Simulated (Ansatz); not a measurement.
# Pb (P6_3/mmc) in Ansatz: reference runs

How does Pb come out in PBEsol? The cell is run as given and disturbed.

Program: Ansatz 0.2.0. These are calculated values, not measurements. Logs are shortened: lines on timing, memory, paths and dates and some standing lists are left out, and cuts for length are marked.

## Step 1: The crystal as given

Symmetry: P6_3/mmc, No. 194, hexagonal system. Conventional cell: a = 3.524 Å, b = 3.524 Å, c = 11.495 Å, α = 90.00°, β = 90.00°, γ = 120.00°. Pb (site symmetry -6m2) is surrounded by 12 Pb at 3.52 Å. Pb (site symmetry -3m) has 12 Pb at 3.52 Å as nearest neighbours.

This isn't the form of Pb at room conditions, which is fcc.

## Step 2: Single point, PBEsol

Contents of input.yaml:

```yaml
crystal:
  lattice:
    - [3.5243661423, 0.0, 0.0]
    - [-1.7621830712, 3.0521906115, 0.0]
    - [0.0, 0.0, 11.49524181]
  atoms:
    - { symbol: Pb, position: [0.6666666667, 0.3333333333, 0.75] }
    - { symbol: Pb, position: [0.0, 0.0, 0.5] }
    - { symbol: Pb, position: [0.3333333333, 0.6666666667, 0.25] }
    - { symbol: Pb, position: [0.0, 0.0, 0.0] }
kpoints:
  mp_grid: { grid: [9, 9, 3] }
scf:
  occupations: { method: fermi_dirac, width: 0.05 }
hamiltonian:
  xc: pbesol
  pseudopotentials: { kind: all_electron, lapw: { basis_error: 0.001 } }
output:
  forces: true
  stress: true
  eigenvalues: true
  populations: true
```

Potentials or basis: all-electron LAPW, scalar-relativistic.

Started as:

```
ansatz run input.yaml --threads 2 --pin off --max-ram 8192MiB --backend cpu --events-out ev --progress --plain --runs-dir out
```

What it wrote:

```text
Warning: RAYON_NUM_THREADS=2 ignored (pool sized by the plan → 2); use --threads N
Pb: projections on atomic orbitals take those of the free atom 1s2 2s2 2p6 3s2 3p6 3d10 4s2 4p6 4d10 4f14 5s2 5p6 5d10 6s2 6p2, of charge +0.00 (hamiltonian.pseudopotentials.projection_atoms)
LAPW: plane waves up to 6.314 Å⁻¹, error target 1.0e-3 eV per atom; small_component_spin mean_spin; Pb in spheres of 1.761 Å, 36 of its electrons in bands, Dirac shells [] (how accurate: hamiltonian.pseudopotentials.lapw.basis_error, Limitations)
Engine: ansatz 0.2.0, aarch64-unknown-linux-gnu
Pseudopotentials: kind: all_electron
Pseudopotential: Pb, LAPW, valence charge 36, lapw/all_electron/scalar/gaussian/Pb, Koelling and Harmon's equation, gaussian nucleus
Functional definition: PBEsol
  exchange = pbesol_x
  correlation = pbesol_c
Crystal: 4 atoms, lattice volume = 123.655 Å³
Basis set: ecut = 151.86872514273918 eV, 527 PW (Γ), exchange–correlation at level 2
Bands: 87, of which v1, the nominal top of the filled ones, is band 72 counted from 1 (71 counted from 0)
Symmetry: 24 space group operations
Space group: P63/mmc (ITA 194), of the structure as read, at distance tolerance 5.0e-5 Å
k-points: 24 of 243
Non-local potential: Pb, projectors of the file, none
Initial density: superposition of atomic densities (chi_scale 0.1, normalization cell)
Initial wavefunctions: plane waves of lowest kinetic energy (no species holds an atomic orbital)
Functional: x = pbesol(κ = 0.804, μ = 0.12345679012345678), c = pbesol(β = 0.046)
iter 1 solved again at ethr=1.10e-5 eV; its pass at ethr=1.00e-1 eV (dr2=1.58e-2 eV) is discarded
SCF iter   1: F=—  HF=-2271660.717415 eV  |F-HF|=—  |Δ(HF+E_count)|=         —  Δρ=3.54e-3  dr2=1.59e-2  ethr=1.10e-5  ⟨swp⟩=3.8  Hψ=13588  notcnv=0
preconditioner: auto → LDOS  [insulator: Δε(μ)=0.216 eV  Ē_g=19.209 eV  σ=0.050 eV  W_gap=0.68  n_scr=52 (ndim 8)  ℏωp=25.0 eV  f_vac=0.033  D(μ)=1.04/eV (n_scr^D=4)  ε∞_Penn≈2.7  β→1.0]
SCF iter   2: F=—  HF=-2271660.704399 eV  |F-HF|=—  |Δ(HF+E_count)|=   1.30e-2  Δρ=5.54e-4  dr2=1.70e-3  ethr=1.10e-5  ⟨swp⟩=3.0  Hψ=6450  notcnv=0
SCF iter   3: F=—  HF=-2271660.660920 eV  |F-HF|=—  |Δ(HF+E_count)|=   4.35e-2  Δρ=4.58e-4  dr2=1.93e-4  ethr=1.18e-6  ⟨swp⟩=3.0  Hψ=6447  notcnv=0
SCF iter   4: F=—  HF=-2271660.659000 eV  |F-HF|=—  |Δ(HF+E_count)|=   1.92e-3  Δρ=1.57e-4  dr2=2.76e-5  ethr=1.34e-7  ⟨swp⟩=2.0  Hψ=6172  notcnv=0
iter 5 solved again at ethr=1.01e-9 eV; its pass at ethr=1.92e-8 eV (dr2=1.45e-6 eV) is discarded
SCF iter   5: F=—  HF=-2271660.658981 eV  |F-HF|=—  |Δ(HF+E_count)|=   1.88e-5  Δρ=4.05e-5  dr2=1.45e-6  ethr=1.01e-9  ⟨swp⟩=2.0  Hψ=10424  notcnv=0
SCF iter   6: F=-2271660.658982 eV  HF=-2271660.658982 eV  |F-HF|=1.03e-7  |Δ(HF+E_count)|=   1.33e-6  Δρ=4.42e-6  dr2=6.42e-8  ethr=1.00e-9  ⟨swp⟩=2.0  Hψ=6172  notcnv=0
SCF 1 converged in 6 iterations: F = -2271660.658982 eV  dr2 = 6.42e-8
SCF converged after 6 iterations
Free energy (F): -2271660.658982 eV
Harris-Foulkes:  -2271660.658982 eV  (|F-HF|=1.03e-7)
Internal energy: -2271660.649719 eV  (E = F + TS)
E sigma→0 (E₀):  -2271660.654350 eV
Entropy (-TS):   -0.009264 eV (-2.316 meV/atom)
Fermi energy:    15.077893 eV
--- Per-component energies (eV) ---
  E_band       = -8858.335809
  E_kinetic    = 2618924.170176
  E_xc         = -41710.049985
  E_electrostatic = -4848874.769909  (all electrons and nuclei)
  E_smearing   = -0.009264  (= −TS)
  E_closure    = 0.000000  (closes the sum)
  E_atoms      = -2271644.714623  (free atoms, spherical and without spin; not in F)
  Σ components = -2271660.658982   (vs F -2271660.658982, Δ=0.00e0)
  Basis errors (estimates in eV, not in F): energy 2.1e-4 per atom: plane waves 2.0e-4 (1.0e-4 summed), levels above the bands 4.4e-96, relativity 1.6e-8, radial functions 3.7e-6, core shells 8.2e-10; eigenvalues (radial functions only) 1.2e-5; not estimated: angular momenta, meshes, grids; target (lapw.basis_error) 1.0e-3; muffin-tin radii Pb 1.761 Å
--- Forces (eV/Å), atoms counted from 1 ---
  atom   1  Pb     0.00000000     0.00000000     0.00000000
  atom   2  Pb    -0.00000000     0.00000000    -0.00000000
  atom   3  Pb    -0.00000000     0.00000000    -0.00000000
  atom   4  Pb    -0.00000000    -0.00000000     0.00000000
  max |Σ_I F_I| component: 7.23e-20 eV/Å
--- Stress (GPa, compression-positive) ---
       -1.662206      -0.000000      -0.000000
       -0.000000      -1.662206       0.000000
       -0.000000       0.000000      -1.202067
  P = ⅓ Tr σ = -1.5088 GPa (-15.088 kbar)
--- Band table (eV; the first three rows and the last of 24) ---
  k-point 0: bands = ["-124.5375", "-124.5375", "-124.4862", "-124.4862", "-113.5923", "-113.5923", "-113.5923", "-113.5923", "-113.5920", "-113.5920", "-113.5920", "-113.5920", "-113.5915", "-113.5915", "-113.5915", "-113.5915", "-113.5913", "-113.5913", "-113.5422", "-113.5422", "-113.5418", "-113.5418", "-113.5418", "-113.5418", "-113.5408", "-113.5408", "-113.5408", "-113.5408", "-113.5388", "-113.5388", "-113.5388", "-113.5388", "-66.3184", "-66.3184", "-66.3184", "-66.3184", "-66.3181", "-66.3180", "-66.2743", "-66.2742", "-66.2632", "-66.2632", "-66.2632", "-66.2632", "-1.9293", "-1.9201", "-1.9003", "-1.9003", "-1.8814", "-1.8814", "-1.8787", "-1.8756", "-1.8674", "-1.8674", "-1.8210", "-1.8210", "-1.7665", "-1.7665", "-1.7473", "-1.7473", "-1.6809", "-1.6809", "-1.6328", "-1.6328", "3.4778", "4.6325", "4.6766", "7.0133", "10.9812", "15.8285", "15.8358", "20.5518", "20.5518", "21.3212", "21.3212", "21.3964", "21.3964", "22.3236", "22.3236", "22.4408", "23.8073", "23.9838", "24.3370", "24.6315", "24.9324", "25.2816", "26.3417"]
  k-point 1: bands = ["-124.5375", "-124.5375", "-124.4862", "-124.4862", "-113.5923", "-113.5923", "-113.5923", "-113.5923", "-113.5920", "-113.5920", "-113.5920", "-113.5920", "-113.5915", "-113.5915", "-113.5915", "-113.5915", "-113.5913", "-113.5913", "-113.5422", "-113.5422", "-113.5418", "-113.5418", "-113.5418", "-113.5418", "-113.5408", "-113.5408", "-113.5408", "-113.5408", "-113.5388", "-113.5388", "-113.5388", "-113.5388", "-66.3184", "-66.3184", "-66.3184", "-66.3184", "-66.3180", "-66.3180", "-66.2743", "-66.2742", "-66.2632", "-66.2632", "-66.2632", "-66.2632", "-1.9270", "-1.9225", "-1.8963", "-1.8963", "-1.8873", "-1.8873", "-1.8778", "-1.8763", "-1.8569", "-1.8569", "-1.8346", "-1.8346", "-1.7615", "-1.7615", "-1.7521", "-1.7521", "-1.6662", "-1.6662", "-1.6428", "-1.6428", "3.6092", "4.0034", "5.5277", "6.4857", "11.7897", "13.5854", "18.3410", "20.6529", "20.6529", "20.8997", "20.9388", "20.9388", "21.8170", "21.8170", "22.1816", "22.1816", "23.8750", "24.0097", "24.1961", "24.3732", "25.2832", "25.5364", "26.4822"]
  k-point 2: bands = ["-124.5375", "-124.5375", "-124.4862", "-124.4862", "-113.5923", "-113.5923", "-113.5923", "-113.5923", "-113.5920", "-113.5920", "-113.5920", "-113.5920", "-113.5915", "-113.5915", "-113.5915", "-113.5915", "-113.5913", "-113.5913", "-113.5422", "-113.5422", "-113.5418", "-113.5418", "-113.5418", "-113.5418", "-113.5408", "-113.5408", "-113.5408", "-113.5408", "-113.5388", "-113.5388", "-113.5388", "-113.5388", "-66.3187", "-66.3187", "-66.3185", "-66.3185", "-66.3180", "-66.3180", "-66.2743", "-66.2742", "-66.2634", "-66.2634", "-66.2633", "-66.2633", "-1.9251", "-1.9208", "-1.8965", "-1.8911", "-1.8815", "-1.8746", "-1.8637", "-1.8549", "-1.8542", "-1.8501", "-1.8156", "-1.7944", "-1.7876", "-1.7750", "-1.7397", "-1.7383", "-1.6911", "-1.6832", "-1.6527", "-1.6302", "3.6849", "4.8350", "4.8791", "7.1681", "11.2245", "15.9251", "15.9258", "18.5365", "19.5267", "19.6172", "19.7758", "20.8190", "20.8695", "20.8806", "22.1741", "22.4485", "23.3482", "23.9242", "24.1083", "25.0711", "25.4882", "25.9214", "26.1417"]
  k-point 23: bands = ["-124.5375", "-124.5375", "-124.4861", "-124.4861", "-113.5923", "-113.5923", "-113.5923", "-113.5923", "-113.5920", "-113.5920", "-113.5920", "-113.5920", "-113.5915", "-113.5915", "-113.5915", "-113.5915", "-113.5913", "-113.5913", "-113.5422", "-113.5422", "-113.5418", "-113.5418", "-113.5418", "-113.5418", "-113.5408", "-113.5408", "-113.5408", "-113.5408", "-113.5388", "-113.5388", "-113.5388", "-113.5388", "-66.3200", "-66.3200", "-66.3200", "-66.3200", "-66.3178", "-66.3178", "-66.2741", "-66.2741", "-66.2647", "-66.2647", "-66.2647", "-66.2647", "-1.9464", "-1.9464", "-1.9156", "-1.8818", "-1.8406", "-1.8406", "-1.8051", "-1.7865", "-1.7854", "-1.7854", "-1.7663", "-1.7663", "-1.7140", "-1.7140", "-1.7010", "-1.7010", "-1.6533", "-1.6374", "-1.6359", "-1.6359", "7.9070", "7.9225", "7.9225", "8.0213", "12.5423", "12.5423", "12.9517", "13.7283", "13.7283", "13.7882", "14.7241", "14.7241", "17.2256", "18.0611", "18.0611", "18.9006", "21.4544", "21.4544", "25.2015", "25.4780", "25.4780", "27.5778", "28.2313"]
--- Löwdin populations: 4 sites ---
  site symbol       q [e]
     0     Pb     81.9764
     1     Pb     81.9823
     2     Pb     81.9764
     3     Pb     81.9823
  spilling = 0.000252 (of n_electrons = 328.000000)
```

It took 17 s on 2 threads of Arm Neoverse V2, shared host; peak memory 0.52 GiB.

Results:

| Quantity | Value |
| --- | --- |
| Free energy | -2271660.6590 eV |
| Pressure | -1.5 GPa |
| Band gap on the k mesh | none (metal or under the smearing width) |

## Step 3: Single point, PBEsol (atoms moved at random, drawn with an rms of 0.05 Å)

Contents of input.yaml:

```yaml
crystal:
  lattice:
    - [3.5243661423, 0.0, 0.0]
    - [-1.7621830712, 3.0521906115, 0.0]
    - [0.0, 0.0, 11.49524181]
  atoms:
    - { symbol: Pb, position: [0.679131, 0.341289, 0.751027] }
    - { symbol: Pb, position: [-0.015633, -0.003635, 0.503753] }
    - { symbol: Pb, position: [0.34123, 0.680854, 0.253854] }
    - { symbol: Pb, position: [0.002417, 0.001633, 0.001465] }
kpoints:
  mp_grid: { grid: [9, 9, 3] }
scf:
  occupations: { method: fermi_dirac, width: 0.05 }
hamiltonian:
  xc: pbesol
  pseudopotentials: { kind: all_electron, lapw: { basis_error: 0.001 } }
output:
  forces: true
  stress: true
  eigenvalues: true
  populations: true
```

Potentials or basis: all-electron LAPW, scalar-relativistic.

Started as:

```
ansatz run input.yaml --threads 2 --pin off --max-ram 8192MiB --backend cpu --events-out ev --progress --plain --runs-dir out
```

What it wrote:

```text
Warning: RAYON_NUM_THREADS=2 ignored (pool sized by the plan → 2); use --threads N
Pb: projections on atomic orbitals take those of the free atom 1s2 2s2 2p6 3s2 3p6 3d10 4s2 4p6 4d10 4f14 5s2 5p6 5d10 6s2 6p2, of charge +0.00 (hamiltonian.pseudopotentials.projection_atoms)
LAPW: plane waves up to 6.441 Å⁻¹, error target 1.0e-3 eV per atom; small_component_spin mean_spin; Pb in spheres of 1.734 Å, 36 of its electrons in bands, Dirac shells [] (how accurate: hamiltonian.pseudopotentials.lapw.basis_error, Limitations)
Engine: ansatz 0.2.0, aarch64-unknown-linux-gnu
Pseudopotentials: kind: all_electron
Pseudopotential: Pb, LAPW, valence charge 36, lapw/all_electron/scalar/gaussian/Pb, Koelling and Harmon's equation, gaussian nucleus
Functional definition: PBEsol
  exchange = pbesol_x
[... 53 lines left out ...]
  k-point 2: bands = ["-124.5388", "-124.5371", "-124.4930", "-124.4796", "-113.5937", "-113.5937", "-113.5931", "-113.5931", "-113.5926", "-113.5924", "-113.5923", "-113.5923", "-113.5923", "-113.5920", "-113.5920", "-113.5918", "-113.5916", "-113.5915", "-113.5481", "-113.5479", "-113.5479", "-113.5472", "-113.5471", "-113.5456", "-113.5456", "-113.5362", "-113.5358", "-113.5358", "-113.5345", "-113.5345", "-113.5320", "-113.5320", "-66.3204", "-66.3200", "-66.3190", "-66.3183", "-66.3179", "-66.3175", "-66.2800", "-66.2710", "-66.2708", "-66.2685", "-66.2562", "-66.2560", "-1.9279", "-1.9202", "-1.8984", "-1.8923", "-1.8825", "-1.8755", "-1.8653", "-1.8560", "-1.8549", "-1.8477", "-1.8150", "-1.7946", "-1.7893", "-1.7736", "-1.7407", "-1.7371", "-1.6907", "-1.6831", "-1.6536", "-1.6289", "3.6820", "4.8344", "4.8798", "7.1694", "11.2241", "15.9248", "15.9291", "18.5387", "19.5198", "19.6137", "19.7779", "20.8081", "20.8610", "20.8919", "22.1810", "22.4525", "23.3566", "23.9269", "24.1098", "25.0776", "25.4835", "25.9185", "26.1340"]
  k-point 121: bands = ["-124.5388", "-124.5371", "-124.4930", "-124.4795", "-113.5937", "-113.5937", "-113.5931", "-113.5931", "-113.5926", "-113.5924", "-113.5923", "-113.5923", "-113.5923", "-113.5920", "-113.5920", "-113.5918", "-113.5916", "-113.5915", "-113.5481", "-113.5479", "-113.5479", "-113.5472", "-113.5471", "-113.5456", "-113.5456", "-113.5362", "-113.5358", "-113.5358", "-113.5345", "-113.5345", "-113.5320", "-113.5320", "-66.3221", "-66.3204", "-66.3193", "-66.3188", "-66.3187", "-66.3177", "-66.2799", "-66.2725", "-66.2714", "-66.2684", "-66.2578", "-66.2567", "-1.9867", "-1.9713", "-1.9303", "-1.9102", "-1.8895", "-1.8823", "-1.8647", "-1.8482", "-1.8356", "-1.7974", "-1.7381", "-1.7150", "-1.7082", "-1.6849", "-1.6658", "-1.6602", "-1.6524", "-1.6388", "-1.6088", "-1.6007", "6.1627", "6.5123", "7.6368", "8.1649", "12.1850", "12.4864", "13.2481", "14.0602", "14.9866", "16.1285", "16.5710", "17.0324", "17.6548", "18.6711", "19.1466", "19.9528", "22.6014", "22.7934", "23.0816", "23.4237", "24.0425", "25.1291", "25.9748"]
--- Löwdin populations: 4 sites ---
  site symbol       q [e]
     0     Pb     81.9766
     1     Pb     81.9822
     2     Pb     81.9763
     3     Pb     81.9824
  spilling = 0.000252 (of n_electrons = 328.000000)
```

populations.tsv:

```text
# site	symbol	l	j	q
# orbitals = lowdin
# n_electrons = 328.000000
# spilling = 0.000252
# projection_atom_Pb: 1s2 2s2 2p6 3s2 3p6 3d10 4s2 4p6 4d10 4f14 5s2 5p6 5d10 6s2 6p2
0	Pb	0_1S	-	2.000000
0	Pb	0_2S	-	1.999996
0	Pb	0_3S	-	1.999957
0	Pb	0_4S	-	1.999596
0	Pb	0_5S	-	1.995331
0	Pb	0_6S	-	1.822393
0	Pb	1_2P	-	6.000000
0	Pb	1_3P	-	5.999999
0	Pb	1_4P	-	5.999956
0	Pb	1_5P	-	5.996696
0	Pb	1_6P	-	2.172469
0	Pb	2_3D	-	10.000000
0	Pb	2_4D	-	9.999996
0	Pb	2_5D	-	9.990215
0	Pb	3_4F	-	13.999997
1	Pb	0_1S	-	2.000000
1	Pb	0_2S	-	1.999996
1	Pb	0_3S	-	1.999957
1	Pb	0_4S	-	1.999592
1	Pb	0_5S	-	1.995282
1	Pb	0_6S	-	1.818271
1	Pb	1_2P	-	6.000000
1	Pb	1_3P	-	5.999999
1	Pb	1_4P	-	5.999956
1	Pb	1_5P	-	5.996694
1	Pb	1_6P	-	2.182104
1	Pb	2_3D	-	10.000000
1	Pb	2_4D	-	9.999996
1	Pb	2_5D	-	9.990311
1	Pb	3_4F	-	13.999997
2	Pb	0_1S	-	2.000000
2	Pb	0_2S	-	1.999996
2	Pb	0_3S	-	1.999958
2	Pb	0_4S	-	1.999606
2	Pb	0_5S	-	1.995441
2	Pb	0_6S	-	1.825697
2	Pb	1_2P	-	6.000000
2	Pb	1_3P	-	5.999999
2	Pb	1_4P	-	5.999958
2	Pb	1_5P	-	5.996780
2	Pb	1_6P	-	2.168396
2	Pb	2_3D	-	10.000000
2	Pb	2_4D	-	9.999996
2	Pb	2_5D	-	9.990459
2	Pb	3_4F	-	13.999997
3	Pb	0_1S	-	2.000000
3	Pb	0_2S	-	1.999996
3	Pb	0_3S	-	1.999958
3	Pb	0_4S	-	1.999604
3	Pb	0_5S	-	1.995422
3	Pb	0_6S	-	1.822466
3	Pb	1_2P	-	6.000000
3	Pb	1_3P	-	5.999999
3	Pb	1_4P	-	5.999958
3	Pb	1_5P	-	5.996801
3	Pb	1_6P	-	2.177575
3	Pb	2_3D	-	10.000000
3	Pb	2_4D	-	9.999996
3	Pb	2_5D	-	9.990624
3	Pb	3_4F	-	13.999997
```

Run time: 3 min. Hardware: 2 threads of Arm Neoverse V2, shared host; peak memory 1.3 GiB.

What came out:

```
Free energy            : -2271660.6561 eV
Pressure               : -1.5 GPa
Largest force          : 0.061 eV/Å
Band gap on the k mesh : none (metal or under the smearing width)
```

Forces on the atoms (eV/Å):
```
Pb  -0.020 -0.007  0.057
Pb   0.026  0.016 -0.043
Pb  -0.006 -0.016 -0.047
Pb   0.000  0.007  0.034
```

Stress tensor (GPa, compression positive):
```
-1.65 -0.02  0.00
-0.02 -1.67  0.01
 0.00  0.01 -1.17
```

Levels at points of the mesh, in eV from the Fermi level:
```csv
k point,band 70,band 71,band 72,band 73,band 74,band 75
"(0.00, 0.00, 0.00)",0.75,0.76,5.45,5.50,6.22,6.23
```
